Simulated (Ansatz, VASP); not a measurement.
**Two plane-wave programs on SnO2**

File INCAR:

```
SYSTEM = SnO2
ALGO = Normal ; EDIFF = 1E-7
ENCUT = 520 ; GGA = PE
ISIF = 2 ; ISMEAR = -1
LASPH = .TRUE. ; LCHARG = .FALSE.
LREAL = .FALSE. ; LWAVE = .FALSE.
NBANDS = 20 ; NELM = 100
PREC = Accurate ; SIGMA = 0.05
```

File KPOINTS:

```
k-points
0
G
  9 9 9
  0 0 0
```

Contents of POSCAR:

```
SnO2
1.0
    0.0000000000      2.5741500000      2.5741500000
    2.5741500000      0.0000000000      2.5741500000
    2.5741500000      2.5741500000      0.0000000000
Sn O
1 2
Direct
    0.0000000000      0.0000000000      0.0000000000
    0.7500000000      0.7500000000      0.7500000000
    0.2500000000      0.2500000000      0.2500000000
```

File input.yaml:

```yaml
crystal:
  lattice:
    - [0.0, 2.57415, 2.57415]
    - [2.57415, 0.0, 2.57415]
    - [2.57415, 2.57415, 0.0]
  atoms:
    - { symbol: Sn, position: [0.0, 0.0, 0.0] }
    - { symbol: O, position: [0.75, 0.75, 0.75] }
    - { symbol: O, position: [0.25, 0.25, 0.25] }
hamiltonian:
  xc: pbe
  pseudopotentials: { kind: paw }
kpoints:
  mp_grid: { grid: [9, 9, 9] }
scf:
  occupations: { method: fermi_dirac, width: 0.05 }
output:
  forces: true
  stress: true
  eigenvalues: true
```

Measurements of this composition are mostly on another form, of space group No. 136.

Alike in both runs: task single point; functional PBE; k mesh 9 × 9 × 9; occupations fermi-dirac, width 0.05 eV; no spin polarisation.

|  | VASP | Ansatz |
| --- | --- | --- |
| version | VASP 6.6.1 | Ansatz 0.2.0 |
| potentials or method | VASP PAW PBE potentials, release 64 (Sn_d, O) | Ansatz PAW |
| plane-wave cutoff (eV) | 520 | 420 |
| valence electrons in the cell | 26 | 26 |

|  | VASP | Ansatz | Ansatz less VASP |
| --- | --- | --- | --- |
| gap on the k mesh at the Fermi level (eV) | none | none | - |
| pressure (GPa) | 0.1 | -0.5 | -0.53 |

A gap of «none» marks a metal or a gap that the smearing closes. The functional is the same, so the differences come from potentials, cutoffs and numerics.

Caveats: the pressure holds a Pulay correction of +1.0 GPa for the finite cutoff (Ansatz).
